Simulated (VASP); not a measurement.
A run of VASP 6.6.1 is set up as follows.

INCAR

```
PREC = Accurate ; ENCUT = 600
EDIFF = 1E-7 ; ISMEAR = 0
SIGMA = 0.03 ; LREAL = False
LASPH = True ; NELM = 80
ALGO = Fast ; ISIF = 2
LWAVE = False ; LCHARG = False
GGA = CA ; IBRION = 2
NSW = 40 ; EDIFFG = -0.01
```

KPOINTS

```
regular mesh
0
Gamma
  10 10 10
```

POSCAR

```
BeSe                                    
1.0
    0.0000000000      2.5605608985      2.5605608985
    2.5605608985      0.0000000000      2.5605608985
    2.5605608985      2.5605608985      0.0000000000
  Be              Se            
     1     1
Direct
     0.0000000000000000    0.0000000000000000    0.0000000000000000
     0.2500000000000000    0.2500000000000000    0.2500000000000000
```

Potentials or basis: VASP PAW LDA potentials, release 64 (Be, Se).

Command:

```console
$ cat potpaw_LDA.64/Be/POTCAR potpaw_LDA.64/Se/POTCAR > POTCAR
$ mpirun -np 1 vasp_std > vasp.out
```

(1) Estimate the band gap on the k mesh.

Answers

(1) 2.44 eV, indirect (least direct gap 4.29 eV).

Caveat: the relaxation stopped at its first step, so nothing moved.
